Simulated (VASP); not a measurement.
# SiO2 (P4_32_12) in VASP: relaxation of cell and atoms with LDA

Aim: the relaxation of cell and atoms of SiO2 with LDA.

All numbers are computed with VASP 6.6.1; they aren't measurements. Logs are shortened: lines on timing, memory, paths and dates and some standing lists are left out, and cuts for length are marked.

## 1. The crystal as given

Symmetry: P4_32_12, No. 96, tetragonal system. Conventional cell: a = 4.976 Å, b = 4.976 Å, c = 6.901 Å, α = 90.00°, β = 90.00°, γ = 90.00°. Si (site symmetry 2) is surrounded by 4 O at 1.61 Å. O (site symmetry 1) has 2 Si at 1.61 Å as nearest neighbours.

The cell comes from a database or a generator and needn't be the stable form of this composition.

## 2. Relaxation of cell and atoms, LDA

INCAR reads:

```
  ALGO = Fast
  EDIFF = 1E-7
  EDIFFG = -0.02
  ENCUT = 600
  IBRION = 2
  ISIF = 3
  ISMEAR = 0
  KPAR = 4
  LASPH = True
  LCHARG = False
  LREAL = False
  LWAVE = False
  NELM = 100
  NSW = 40
  PREC = Accurate
  SIGMA = 0.02
```

KPOINTS reads:

```
k-points
0
Gamma
  6 6 4
```

POSCAR reads:

```
SiO2
1.0
    4.9755888200      0.0000000000      0.0000000000
    0.0000000000      4.9755888200      0.0000000000
    0.0000000000      0.0000000000      6.9008894400
Si O
4 8
Direct
    0.8032465600      0.8032465600      0.5000000000
    0.6967534400      0.3032465600      0.2500000000
    0.3032465600      0.6967534400      0.7500000000
    0.1967534400      0.1967534400      0.0000000000
    0.7617576300      0.1103870700      0.4320415600
    0.8896129300      0.2382423700      0.0679584400
    0.1103870700      0.7617576300      0.5679584400
    0.2617576300      0.3896129300      0.8179584400
    0.2382423700      0.8896129300      0.9320415600
    0.7382423700      0.6103870700      0.3179584400
    0.3896129300      0.2617576300      0.1820415600
    0.6103870700      0.7382423700      0.6820415600
```

Potentials or basis: VASP PAW LDA potentials, release 64 (Si, O).

Run with:

```
$ cat potpaw_LDA.64/Si/POTCAR potpaw_LDA.64/O/POTCAR > POTCAR
$ mpirun -np 4 vasp_std > vasp.out
```

OUTCAR:

```text
EDIFF = 1E-7
   EDIFFG = -0.02
   ENCUT = 600
   IBRION = 2
   ISIF = 3
   ISMEAR = 0
   LASPH = True
   LREAL = False
   NELM = 100
   NSW = 40
   PREC = Accurate

 ion  position               nearest neighbor table
   1  0.803  0.803  0.500-   5 1.61   7 1.61  10 1.61  12 1.61   2 3.07   3 3.07   2 3.07   3 3.07

   2  0.697  0.303  0.250-  10 1.61  11 1.61   5 1.61   6 1.61   1 3.07   4 3.07   1 3.07   4 3.07

   3  0.303  0.697  0.750-   8 1.61  12 1.61   9 1.61   7 1.61   1 3.07   4 3.07   4 3.07   1 3.07

   4  0.197  0.197  0.000-   6 1.61   9 1.61   8 1.61  11 1.61   2 3.07   3 3.07   3 3.07   2 3.07

   5  0.762  0.110  0.432-   1 1.61   2 1.61
   6  0.890  0.238  0.068-   4 1.61   2 1.61
   7  0.110  0.762  0.568-   1 1.61   3 1.61
   8  0.262  0.390  0.818-   3 1.61   4 1.61
   9  0.238  0.890  0.932-   4 1.61   3 1.61
  10  0.738  0.610  0.318-   2 1.61   1 1.61
  11  0.390  0.262  0.182-   2 1.61   4 1.61
  12  0.610  0.738  0.682-   3 1.61   1 1.61

  LATTYP: Found a simple tetragonal cell.
 ALAT       =     4.9755888200
 C/A-ratio  =     1.3869493018

  Lattice vectors:

 A1 = (   4.9755888200,   0.0000000000,   0.0000000000)
 A2 = (   0.0000000000,   4.9755888200,   0.0000000000)
 A3 = (   0.0000000000,   0.0000000000,   6.9008894400)

Analysis of symmetry for initial positions (statically):
=====================================================================
 Subroutine PRICEL returns:
 Original cell was already a primitive cell.

 Routine SETGRP: Setting up the symmetry group for a
 simple tetragonal supercell.

 Subroutine GETGRP returns: Found  8 space group operations
 (whereof  2 operations were pure point group operations)
 out of a pool of 16 trial point group operations.

The static configuration has the point symmetry C_2 .
 The point group associated with its full space group is D_4 .

Analysis of symmetry for dynamics (positions and initial velocities):
=====================================================================
 Subroutine PRICEL returns:
 Original cell was already a primitive cell.

 Routine SETGRP: Setting up the symmetry group for a
 simple tetragonal supercell.

 Subroutine GETGRP returns: Found  8 space group operations
 (whereof  2 operations were pure point group operations)
 out of a pool of 16 trial point group operations.

The dynamic configuration has the point symmetry C_2 .
 The point group associated with its full space group is D_4 .

 Subroutine INISYM returns: Found  8 space group operations
 (whereof  2 operations are pure point group operations),
 and found     1 'primitive' translations

----------------------------------------------------------------------------------------

                                     Primitive cell

  volume of cell :     170.8418

  direct lattice vectors                    reciprocal lattice vectors
     4.975588820  0.000000000  0.000000000     0.200981238  0.000000000  0.000000000
     0.000000000  4.975588820  0.000000000     0.000000000  0.200981238  0.000000000
     0.000000000  0.000000000  6.900889440     0.000000000  0.000000000  0.144908857

  length of vectors
     4.975588820  4.975588820  6.900889440     0.200981238  0.200981238  0.144908857

  position of ions in fractional coordinates (direct lattice)
     0.803246560  0.803246560  0.500000000
     0.696753440  0.303246560  0.250000000
     0.303246560  0.696753440  0.750000000
     0.196753440  0.196753440  0.000000000
     0.761757630  0.110387070  0.432041560
     0.889612930  0.238242370  0.067958440
     0.110387070  0.761757630  0.567958440
     0.261757630  0.389612930  0.817958440
     0.238242370  0.889612930  0.932041560
     0.738242370  0.610387070  0.317958440
     0.389612930  0.261757630  0.182041560
     0.610387070  0.738242370  0.682041560

  ion indices of the primitive-cell ions
   primitive index   ion index
                 1           1
                 2           2
                 3           3
                 4           4
                 5           5
                 6           6
                 7           7
                 8           8
                 9           9
                10          10
                11          11
                12          12

----------------------------------------------------------------------------------------

 KPOINTS: k-points

Automatic generation of k-mesh.
 Grid dimensions read from file:
 generate k-points for:    6    6    4

 Generating k-lattice:

  Cartesian coordinates                     Fractional coordinates (reciprocal lattice)
     0.033496873  0.000000000  0.000000000     0.166666667  0.000000000  0.000000000
     0.000000000  0.033496873  0.000000000     0.000000000  0.166666667  0.000000000
     0.000000000  0.000000000  0.036227214     0.000000000  0.000000000  0.250000000

  Length of vectors
     0.033496873  0.033496873  0.036227214

  Shift w.r.t. Gamma in fractional coordinates (k-lattice)
     0.000000000  0.000000000  0.000000000

 Subroutine IBZKPT returns following result:
 ===========================================

 Found     30 irreducible k-points:

 Following reciprocal coordinates:
            Coordinates               Weight
  0.000000  0.000000  0.000000      1.000000
  0.166667  0.000000  0.000000      4.000000
  0.333333  0.000000  0.000000      4.000000
  0.500000  0.000000  0.000000      2.000000
  0.166667  0.166667  0.000000      4.000000
  0.333333  0.166667  0.000000      8.000000
[... 16 lines left out ...]
  0.333333  0.000000  0.500000      4.000000
  0.500000  0.000000  0.500000      2.000000
 [... further k-points ...]
   k-points           NKPTS =     30   k-points in BZ     NKDIM =     30   number of bands    NBANDS=     39
   number of dos      NEDOS =    301   number of ions     NIONS =     12
   total plane-waves  NPLWV =  89600
   dimension x,y,z NGX =    40 NGY =   40 NGZ =   56
   dimension x,y,z NGXF=    80 NGYF=   80 NGZF=  112
   ions per type =               4   8
   NGX,Y,Z   is equivalent  to a cutoff of  13.36, 13.36, 13.49 a.u.
   NGXF,Y,Z  is equivalent  to a cutoff of  26.73, 26.73, 26.98 a.u.
 SYSTEM =  unknown system
   PREC   = accura    normal or accurate (medium, high low for compatibility)
   ISTART =      0    job   : 0-new  1-cont  2-samecut
   ICHARG =      2    charge: 1-file 2-atom 10-const
   ISPIN  =      1    spin polarized calculation?
   LNONCOLLINEAR =      F non collinear calculations
   LSORBIT =      F    spin-orbit coupling
   LASPH  =      T    aspherical Exc in radial PAW
   ENCUT  =  600.0 eV  44.10 Ry    6.64 a.u.   9.94  9.94 13.78*2*pi/ulx,y,z
   NELM   =    100;   NELMIN=  2; NELMDL= -5     # of ELM steps
   EDIFF  = 0.1E-06   stopping-criterion for ELM
   LREAL  =      F    real-space projection
   EDIFFG = -.2E-01   stopping-criterion for IOM
   NSW    =     40    number of steps for IOM
   IBRION =      2    ionic relax: 0-MD 1-quasi-New 2-CG
   NFREE  =      1    steps in history (QN), initial steepest desc. (CG)
   ISIF   =      3    stress and relaxation
   ISYM   =      2    0-nonsym 1-usesym 2-fastsym
   POTIM  = 0.5000    time-step for ionic-motion
   TEBEG  =    0.0;   TEEND  =   0.0 temperature during run
   PSTRESS=    0.0 pullay stress
   NELECT =      64.0000    total number of electrons
   NUPDOWN=      -1.0000    fix difference up-down
   EMIN   =  10.00;   EMAX   =-10.00  energy-range for DOS
   EFERMI =   0.00;   METHOD = LEGACY
   ISMEAR =     0;   SIGMA  =   0.02  broadening in eV -4-tet -1-fermi 0-gaus
   EFERMI_NEDOS =   21; number of points for ismear=-14 and -15
   IALGO  =     68    algorithm
   IMIX   =      4    mixing-type and parameters
     AMIX     =   0.40;   BMIX     =  1.00
     AMIX_MAG =   1.60;   BMIX_MAG =  1.00
  volume/ion in A,a.u.               =      14.24        96.07
  Fermi-wavevector in a.u.,A,eV,Ry     =   1.180149  2.230158 18.949534  1.392751
  Thomas-Fermi vector in A             =   2.316447
   LORBIT       =      0    0 simple, 1 ext, 2 COOP (PROOUT), +10 PAW based schemes
   GGA     = CA    functional components
   LHFCALC =     F    Hartree Fock is set to
   AEXX    =    0.0000 exact exchange contribution
   IVDW    =     0    specifies the selected vdW correction
   LEPSILON=     F    determine dielectric tensor
   LRPA    =     F    only Hartree local field effects (RPA)
 conjugate gradient relaxation of ions
 non-spin polarized calculation
 RMM-DIIS sequential band-by-band and
 Gauss-broadening in eV      SIGMA  =   0.02
  energy-cutoff  :      600.00
  volume of cell :      170.84
 maximum number of plane-waves:      5726
 NGX is ok and might be reduce to    40
   NGX = 19   NGY = 19   NGZ = 27

--------------------------------------- Ionic step        1  -------------------------------------------

 number of electron      63.9999997 magnetization

 Free energy of the ion-electron system (eV)
  ---------------------------------------------------
  ext. energy  EPLUGINS =         0.00000000
  ---------------------------------------------------
  free energy    TOTEN  =      -103.78089639 eV

  energy without entropy =     -103.78089639  energy(sigma->0) =     -103.78089639

------------------------ aborting loop because EDIFF is reached ----------------------------------------

  FORCE on cell =-STRESS in cart. coord.  units (eV):
  Direction    XX          YY          ZZ          XY          YZ          ZX
  --------------------------------------------------------------------------------------
  -------------------------------------------------------------------------------------
  Total       -1.3905217     -1.3905217     -1.3119292      0.0000000      0.0000000      0.0000000
  in kB      -13.0405025    -13.0405025    -12.3034507      0.0000000      0.0000000      0.0000000
  external PRESSURE =     -12.7948185 kB  Pullay stress =       0.0000000 kB
[... 307 lines left out ...]
  energy  without entropy=     -103.7860344403  energy(sigma->0) =     -103.78603444

--------------------------------------- Ionic step        8  -------------------------------------------

 number of electron      63.9999991 magnetization

 Free energy of the ion-electron system (eV)
  ---------------------------------------------------
  ext. energy  EPLUGINS =         0.00000000
  ---------------------------------------------------
  free energy    TOTEN  =      -103.78618627 eV

  energy without entropy =     -103.78618627  energy(sigma->0) =     -103.78618627

 E-fermi :   0.1078     XC(G=0):  -9.0723

 val. band max:       -0.0301886864   @ k =   0.0000   0.0000   0.0000
 cond. band min:       5.5034976396   @ k =   0.0000   0.0000   0.0000
 fundamental gap:      5.5336863260
 Fermi energy:         0.1077829824

 k-point     1 :       0.0000    0.0000    0.0000
  band No.  band energies     occupation
      1     -19.2932      2.00000
      2     -18.3509      2.00000
      3     -18.3509      2.00000
      4     -17.1262      2.00000
      5     -17.0796      2.00000
      6     -17.0731      2.00000
[... 997 lines left out ...]
     38       9.0322      0.00000
     39       9.9773      0.00000

 [... further k-points ...]
[... 5 lines left out ...]
  --------------------------------------------------------------------------------------
  -------------------------------------------------------------------------------------
  Total       -0.0037151     -0.0037151     -0.0412903      0.0000000      0.0000000      0.0000000
  in kB       -0.0351065     -0.0351065     -0.3901847      0.0000000      0.0000000      0.0000000
  external PRESSURE =      -0.1534659 kB  Pullay stress =       0.0000000 kB
[... 27 lines left out ...]
  FREE ENERGIE OF THE ION-ELECTRON SYSTEM (eV)
  ---------------------------------------------------
  free  energy   TOTEN  =      -103.7861862723 eV

  energy  without entropy=     -103.7861862723  energy(sigma->0) =     -103.78618627

 reached required accuracy - stopping structural energy minimisation
```

It took 2.5 min on 4 MPI ranks of Intel Xeon Platinum 8559C (Emerald Rapids), shared host; peak memory 0.33 GiB.

What came out:

```yaml
Free_energy: -103.7862 eV
Relaxed_volume: 14.13 Å³/atom
Relaxed_cell: a = 4.960 Å, b = 4.960 Å, c = 6.890 Å, α = 90.00°, β = 90.00°, γ = 90.00°
Space_group_after_relaxing_to_0.05_Å: P4_32_12 (No. 96)
Energy_gained_by_relaxing: 0.4 meV/atom
Ionic_steps: 8
Pressure_after_relaxing: 0.0 GPa
Largest_force_after_relaxing: 0.018 eV/Å
Band_gap_on_the_k_mesh: 5.53 eV, direct
```

Forces in eV/Å, atoms in the order of the input:
```
Si   0.002  0.002  0.000
Si  -0.002  0.002  0.000
Si   0.002 -0.002  0.000
Si  -0.002 -0.002  0.000
O    0.001  0.018 -0.002
O   -0.018 -0.001  0.002
O    0.018  0.001  0.002
O    0.001 -0.018  0.002
O   -0.001 -0.018 -0.002
O   -0.001  0.018  0.002
O   -0.018  0.001 -0.002
O    0.018 -0.001 -0.002
```

The path:
| step | energy change (eV) | largest force (eV/Å) | pressure (GPa) | volume (Å³) |
| --- | --- | --- | --- | --- |
| 1 | 0.0000 | 0.0694 | -1.28 | 170.84 |
| 2 | 0.0059 | 0.1471 | 1.89 | 168.05 |
| 3 | -0.0050 | 0.0205 | -0.03 | 169.71 |
| 4 | -0.0050 | 0.0219 | 0.00 | 169.69 |
| 5 | -0.0051 | 0.0345 | 0.01 | 169.62 |
| 6 | -0.0051 | 0.0334 | 0.01 | 169.62 |
| 7 | -0.0051 | 0.0293 | 0.00 | 169.60 |
| 8 | -0.0053 | 0.0178 | -0.02 | 169.55 |

Final structure:
```
Si O
1.0
     4.96050    0.00000    0.00000
     0.00000    4.96050    0.00000
     0.00000    0.00000    6.89029
Si O
4 8
Direct
  0.80312 0.80312 0.50000
  0.69688 0.30312 0.25000
  0.30312 0.69688 0.75000
  0.19688 0.19688 0.00000
  0.76206 0.11052 0.43204
  0.88948 0.23794 0.06796
  0.11052 0.76206 0.56796
  0.26206 0.38948 0.81796
  0.23794 0.88948 0.93204
  0.73794 0.61052 0.31796
  0.38948 0.26206 0.18204
  0.61052 0.73794 0.68204
```

A k mesh can miss the band edges. Expect the measured gap to be larger: semilocal functionals such as LDA lack the derivative discontinuity.
